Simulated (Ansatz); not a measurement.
## LiH: relaxed-ion elastic tensor

Theory: Ansatz, DFT PBE, scalar-relativistic, plane waves, PAW. Plane waves to 420 eV; Γ-centred k mesh 12×12×10; fixed occupations. No spin polarisation.

Relaxed structure:
```yaml
crystal:
  lattice:
    - [2.75604, 0.00000, 0.00000]
    - [-1.37802, 2.38680, 0.00000]
    - [0.00000, 0.00000, 2.53447]
  atoms:
    - { symbol: Li, position: [0.66667, 0.33333, 0.00000] }
    - { symbol: H, position: [0.00000, 0.00000, 0.50000] }
```

The cell was found from a structure generator's guess, not taken from experiment.

Task: Give the relaxed-ion elastic constants (GPa, Voigt order xx yy zz yz xz xy, on the Cartesian axes of the cell above).

Result:
C11 = 100.1, C12 = 18.4, C13 = -25.2, C22 = 100.1, C23 = -25.2, C33 = 166.2, C44 = -6.8, C55 = -6.8, C66 = 40.8 GPa; the others vanish.

Task: Is the crystal stable against homogeneous strain?

Result: No: the tensor has an eigenvalue of -6.8 GPa, so some strain lowers the energy.
